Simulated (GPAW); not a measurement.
ZnS: equation of state with PBE+D4

**What was measured.**

“Electronic, vibrational, and thermodynamic properties of ZnS (zincblende and rocksalt structure)”, 2009, arxiv:0911.5022 quotes, for a bulk crystal of ZnS: bulk modulus 76.9 GPa.

The system is ZnS.

```
Zn S
1.0
     0.00000    2.70200    2.70200
     2.70200    0.00000    2.70200
     2.70200    2.70200    0.00000
Zn S
1 1
Direct
  0.75000 0.75000 0.75000
  0.00000 0.00000 0.00000
```

* Program: GPAW 26.7.0
* Task: equation of state
* Functional: PBE
* Dispersion: D4
* Potentials or basis: GPAW PAW data sets (gpaw-data 1.2.1)
* Cutoff: 600 eV
* Basis: pw
* k mesh: 7 × 7 × 7
* Occupations: fermi-dirac, width 0.05 eV
* Spin: no spin polarisation

```yaml
Equilibrium_volume: 19.47 Å³/atom
Bulk_modulus: 77 GPa
Pressure_derivative_of_the_bulk_modulus: 4.4
```

Energy against volume, from the lowest point:
| volume (Å³/atom) | energy (meV/atom) |
| --- | --- |
| 18.543 | 11.25 |
| 18.938 | 3.40 |
| 19.332 | 0.00 |
| 19.727 | 0.58 |
| 20.121 | 4.77 |
| 20.516 | 12.16 |
| 20.910 | 22.41 |

Wall time 68 s on 1 thread of Arm Neoverse V2, on a shared host, peak memory 0.22 GiB.

Against the measured bulk modulus of ZnS, 76.9 GPa (quoted in “Electronic, vibrational, and thermodynamic properties of ZnS (zincblende and rocksalt structure)”, 2009, arxiv:0911.5022), the calculated 77 GPa is off by +0.2 %. The fit is for a static lattice scaled at fixed shape and fixed fractional positions.
